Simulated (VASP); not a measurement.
# NbP (I4_1md) in VASP: further runs

Aim: see how the results for NbP move with the level of theory and the settings. Levels: PBE, PBEsol. Tasks: equation of state.

All numbers are computed with VASP 6.6.1; they aren't measurements. Logs are shortened: lines on timing, memory, paths and dates and some standing lists are left out, and cuts for length are marked.

## (1) The structure

It takes space group I4_1md (No. 109, tetragonal). The conventional cell has a = 3.350 Å, b = 3.350 Å, c = 11.480 Å, α = 90.00°, β = 90.00°, γ = 90.00°. Nb (site symmetry 2mm) has 6 P at 2.55 Å as nearest neighbours. P (site symmetry 2mm) has 6 Nb at 2.55 Å as nearest neighbours.

The cell is a database's computed one.

## (2) Equation of state, PBE, 15.14 Å³/atom (volume scaled by 0.94)

INCAR

```
SYSTEM = NbP
PREC = Accurate
ENCUT = 520
EDIFF = 1E-7
ISMEAR = -1
SIGMA = 0.05
LREAL = .FALSE.
LASPH = .TRUE.
NELM = 60
ALGO = Normal
ISIF = 2
LWAVE = .FALSE.
LCHARG = .FALSE.
GGA = PE
NBANDS = 26
```

KPOINTS

```
regular mesh
0
G
  11 11 11
  0 0 0
```

POSCAR

```
NbP
1.0
   -1.6407315532      1.6407315532      5.6229302316
    1.6407315532     -1.6407315532      5.6229302316
    1.6407315532      1.6407315532     -5.6229302316
Nb P
2 2
Direct
    0.2498808000      0.7498808000      0.5000000000
    0.4998808000      0.4998808000      0.0000000000
    0.8327477700      0.3327477700      0.5000000000
    0.0827477700      0.0827477700      0.0000000000
```

Potentials or basis: VASP PAW PBE potentials, release 64 (Nb_sv, P).

On the command line:

```console
$ cat potpaw_PBE.64/Nb_sv/POTCAR potpaw_PBE.64/P/POTCAR > POTCAR
$ mpirun -np 1 vasp_std > vasp.out
```

OUTCAR:

```text
SYSTEM = NbP
   PREC = Accurate
   ENCUT = 520
   EDIFF = 1E-7
   ISMEAR = -1
   LREAL = .FALSE.
   LASPH = .TRUE.
   NELM = 60
   ISIF = 2
   GGA = PE

 Found    126 irreducible k-points:

 Following reciprocal coordinates:
            Coordinates               Weight
  0.000000  0.000000  0.000000      1.000000
  0.090909 -0.000000  0.000000      8.000000
  0.181818 -0.000000  0.000000      8.000000
  0.272727 -0.000000  0.000000      8.000000
  0.363636 -0.000000  0.000000      8.000000
  0.454545 -0.000000  0.000000      8.000000
   k-points           NKPTS =    126   k-points in BZ     NKDIM =    126   number of bands    NBANDS=     26
   number of dos      NEDOS =    301   number of ions     NIONS =      4
   total plane-waves  NPLWV = 110592
   dimension x,y,z NGX =    48 NGY =   48 NGZ =   48
   dimension x,y,z NGXF=    96 NGYF=   96 NGZF=   96
   ions per type =               2   2
   NGX,Y,Z   is equivalent  to a cutoff of  13.12, 13.12, 13.12 a.u.
   NGXF,Y,Z  is equivalent  to a cutoff of  26.24, 26.24, 26.24 a.u.
 SYSTEM =  NbP
   PREC   = accura    normal or accurate (medium, high low for compatibility)
   ISTART =      0    job   : 0-new  1-cont  2-samecut
   ICHARG =      2    charge: 1-file 2-atom 10-const
   ISPIN  =      1    spin polarized calculation?
   LNONCOLLINEAR =      F non collinear calculations
   LSORBIT =      F    spin-orbit coupling
   LASPH  =      T    aspherical Exc in radial PAW
   ENCUT  =  520.0 eV  38.22 Ry    6.18 a.u.  11.31 11.31 11.31*2*pi/ulx,y,z
   NELM   =     60;   NELMIN=  2; NELMDL= -5     # of ELM steps
   EDIFF  = 0.1E-06   stopping-criterion for ELM
   LREAL  =      F    real-space projection
   EDIFFG = 0.1E-05   stopping-criterion for IOM
   NSW    =      0    number of steps for IOM
   IBRION =     -1    ionic relax: 0-MD 1-quasi-New 2-CG
   NFREE  =      0    steps in history (QN), initial steepest desc. (CG)
   ISIF   =      2    stress and relaxation
   ISYM   =      2    0-nonsym 1-usesym 2-fastsym
   POTIM  = 0.5000    time-step for ionic-motion
   TEBEG  =    0.0;   TEEND  =   0.0 temperature during run
   PSTRESS=    0.0 pullay stress
   NELECT =      36.0000    total number of electrons
   NUPDOWN=      -1.0000    fix difference up-down
   EMIN   =  10.00;   EMAX   =-10.00  energy-range for DOS
   EFERMI =   0.00;   METHOD = LEGACY
   ISMEAR =    -1;   SIGMA  =   0.05  broadening in eV -4-tet -1-fermi 0-gaus
   EFERMI_NEDOS =   21; number of points for ismear=-14 and -15
   IALGO  =     38    algorithm
   IMIX   =      4    mixing-type and parameters
     AMIX     =   0.40;   BMIX     =  1.00
     AMIX_MAG =   1.60;   BMIX_MAG =  1.00
  volume/ion in A,a.u.               =      15.14       102.15
  Fermi-wavevector in a.u.,A,eV,Ry     =   1.376606  2.601409 25.783651  1.895045
  Thomas-Fermi vector in A             =   2.501836
   LORBIT       =      0    0 simple, 1 ext, 2 COOP (PROOUT), +10 PAW based schemes
   GGA     = PE    functional components
   LHFCALC =     F    Hartree Fock is set to
   AEXX    =    0.0000 exact exchange contribution
   IVDW    =     0    specifies the selected vdW correction
   LEPSILON=     F    determine dielectric tensor
   LRPA    =     F    only Hartree local field effects (RPA)
 non-spin polarized calculation
  energy-cutoff  :      520.00
  volume of cell :       60.55
 maximum number of plane-waves:      1648
 NGX is ok and might be reduce to    48
   NGX = 23   NGY = 23   NGZ = 23

 number of electron      36.0000000 magnetization

 Free energy of the ion-electron system (eV)
  ---------------------------------------------------
  ext. energy  EPLUGINS =         0.00000000
  ---------------------------------------------------
  free energy    TOTEN  =       -35.20079709 eV

  energy without entropy =      -35.19546648  energy(sigma->0) =      -35.19813179

 E-fermi :  11.4006     XC(G=0): -12.2932

 val. band max:       11.3669160662   @ k =  -0.0909   0.4545   0.0909
 cond. band min:      11.4083309408   @ k =  -0.0909   0.4545   0.0909
 fundamental gap:      0.0414148746
 Fermi energy:        11.4005556466

 k-point     1 :       0.0000    0.0000    0.0000
  band No.  band energies     occupation
      1     -43.3768      2.00000
      2     -43.3273      2.00000
      3     -19.7328      2.00000
      4     -19.4522      2.00000
      5     -19.4522      2.00000
      6     -19.2954      2.00000
      7     -19.2954      2.00000
      8     -19.2510      2.00000
      9      -1.6428      2.00000
     10       0.9759      2.00000
     11       4.9690      2.00000
     12       8.1680      2.00000
     13       9.0936      2.00000
     14       9.0976      2.00000
     15       9.0976      2.00000
     16       9.5440      2.00000
     17      10.0259      2.00000
     18      10.0259      2.00000
     19      12.2966      0.00000
     20      13.1476      0.00000
     21      14.2504      0.00000
     22      14.8085      0.00000
     23      14.8085      0.00000
     24      14.9640      0.00000
     25      15.7747      0.00000
     26      15.7747      0.00000

 k-point     2 :       0.0909   -0.0000    0.0000
  band No.  band energies     occupation
      1     -43.3741      2.00000
      2     -43.3262      2.00000
      3     -19.7232      2.00000
      4     -19.4805      2.00000
      5     -19.4500      2.00000
      6     -19.3237      2.00000
      7     -19.2924      2.00000
      8     -19.2513      2.00000
      9      -1.5101      2.00000
     10       0.9947      2.00000
     11       5.0480      2.00000
     12       8.0028      2.00000
     13       8.8803      2.00000
     14       9.0044      2.00000
     15       9.2218      2.00000
     16       9.4669      2.00000
     17       9.9853      2.00000
     18      10.1030      2.00000
     19      12.1298      0.00000
     20      12.8959      0.00000
     21      14.0594      0.00000
     22      14.5425      0.00000
     23      15.0738      0.00000
     24      15.1028      0.00000
     25      15.7837      0.00000
     26      16.2096      0.00000

 k-point     3 :       0.1818   -0.0000    0.0000
  band No.  band energies     occupation
      1     -43.3670      2.00000
      2     -43.3235      2.00000
      3     -19.6996      2.00000
      4     -19.5522      2.00000
      5     -19.4440      2.00000
      6     -19.3925      2.00000
      7     -19.2842      2.00000
      8     -19.2594      2.00000
      9      -1.1309      2.00000
     10       1.0383      2.00000
     11       5.2420      2.00000
     12       7.6037      2.00000
     13       8.1947      2.00000
     14       8.7760      2.00000
     15       9.3804      2.00000
     16       9.5587      2.00000
     17       9.7803      2.00000
     18      10.4380      2.00000
     19      11.8770      0.00015
     20      12.5902      0.00000
     21      13.4423      0.00000
     22      14.3484      0.00000
     23      14.8768      0.00000
     24      15.5752      0.00000
     25      16.2709      0.00000
     26      17.1197      0.00000

 k-point     4 :       0.2727   -0.0000    0.0000
  band No.  band energies     occupation
      1     -43.3573      2.00000
      2     -43.3203      2.00000
      3     -19.7006      2.00000
      4     -19.6131      2.00000
      5     -19.4737      2.00000
      6     -19.4361      2.00000
      7     -19.2772      2.00000
      8     -19.2736      2.00000
      9      -0.5624      2.00000
     10       1.0773      2.00000
     11       5.4244      2.00000
     12       6.8350      2.00000
     13       7.7552      2.00000
     14       8.4875      2.00000
     15       9.4500      2.00000
     16       9.5183      2.00000
     17       9.6817      2.00000
     18      10.8940      1.99992
     19      11.6399      0.01654
     20      12.6142      0.00000
     21      13.1561      0.00000
     22      14.0730      0.00000
     23      14.7409      0.00000
     24      15.8922      0.00000
     25      16.5733      0.00000
     26      17.9251      0.00000

 k-point     5 :       0.3636   -0.0000    0.0000
  band No.  band energies     occupation
      1     -43.3478      2.00000
      2     -43.3180      2.00000
      3     -19.7682      2.00000
      4     -19.6184      2.00000
      5     -19.5222      2.00000
      6     -19.4288      2.00000
      7     -19.3006      2.00000
      8     -19.2639      2.00000
      9       0.0904      2.00000
     10       1.0774      2.00000
     11       5.4104      2.00000
     12       6.0067      2.00000
     13       7.7442      2.00000
     14       8.2188      2.00000
     15       9.1616      2.00000
     16       9.4922      2.00000
     17       9.8027      2.00000
     18      11.1601      1.98381
     19      11.5002      0.23979
     20      12.7458      0.00000
     21      13.4729      0.00000
     22      14.2058      0.00000
     23      14.5364      0.00000
     24      16.1613      0.00000
     25      16.2054      0.00000
     26      18.2250      0.00000

 k-point     6 :       0.4545   -0.0000    0.0000
  band No.  band energies     occupation
      1     -43.3417      2.00000
      2     -43.3170      2.00000
      3     -19.8175      2.00000
      4     -19.6399      2.00000
      5     -19.5169      2.00000
      6     -19.4244      2.00000
      7     -19.3199      2.00000
      8     -19.2582      2.00000
      9       0.6502      2.00000
     10       0.9879      2.00000
     11       5.0641      2.00000
     12       5.7312      2.00000
     13       7.8496      2.00000
     14       8.0579      2.00000
     15       9.0025      2.00000
     16       9.4695      2.00000
     17       9.7700      2.00000
     18      11.2786      1.83950
     19      11.4649      0.43275
     20      12.7957      0.00000
     21      14.0598      0.00000
     22      14.1525      0.00000
     23      14.8624      0.00000
     24      15.5685      0.00000
     25      16.4775      0.00000
     26      18.0277      0.00000

 [... further k-points ...]

------------------------ aborting loop because EDIFF is reached ----------------------------------------

  FORCE on cell =-STRESS in cart. coord.  units (eV):
  Direction    XX          YY          ZZ          XY          YZ          ZX
  --------------------------------------------------------------------------------------
  -------------------------------------------------------------------------------------
  Total        4.6596028      4.6596028      3.7647702      0.0000000      0.0000000      0.0000000
  in kB      123.2996175    123.2996175     99.6210940      0.0000000      0.0000000      0.0000000
  external PRESSURE =     115.4067764 kB  Pullay stress =       0.0000000 kB

 VOLUME and BASIS-vectors are now :
 -----------------------------------------------------------------------------
  energy-cutoff  :      520.00
  volume of cell :       60.55
      direct lattice vectors                 reciprocal lattice vectors
    -1.640731553  1.640731553  5.622930232     0.000000000  0.304742113  0.088921608
     1.640731553 -1.640731553  5.622930232     0.304742113  0.000000000  0.088921608
     1.640731553  1.640731553 -5.622930232     0.304742113  0.304742113  0.000000000

 POSITION                                       TOTAL-FORCE (eV/Angst)
 -----------------------------------------------------------------------------------
      1.64073      0.00000      2.81012         0.000000      0.000000      0.038396
      0.00000      0.00000      5.62159        -0.000000     -0.000000      0.038396
      0.00000      1.64073      3.74203        -0.000000     -0.000000     -0.038396
      0.00000      0.00000      0.93057         0.000000      0.000000     -0.038396
 -----------------------------------------------------------------------------------
    total drift:                                0.000000      0.000000      0.000071

  FREE ENERGIE OF THE ION-ELECTRON SYSTEM (eV)
  ---------------------------------------------------
  free  energy   TOTEN  =       -35.2007970948 eV

  energy  without entropy=      -35.1954664809  energy(sigma->0) =      -35.19813179
```

Run time: 7.9 min. Hardware: 1 thread of Intel Xeon Platinum 8488C (Sapphire Rapids), shared host; peak memory 0.42 GiB.

What came out:

| Property | Result |
| --- | --- |
| Free energy | -35.2008 eV |
| Pressure | 11.5 GPa |
| Largest force | 0.038 eV/Å |
| Band gap on the k mesh | none (metal or under the smearing width) |

(Part 1 of 2 ends here.)
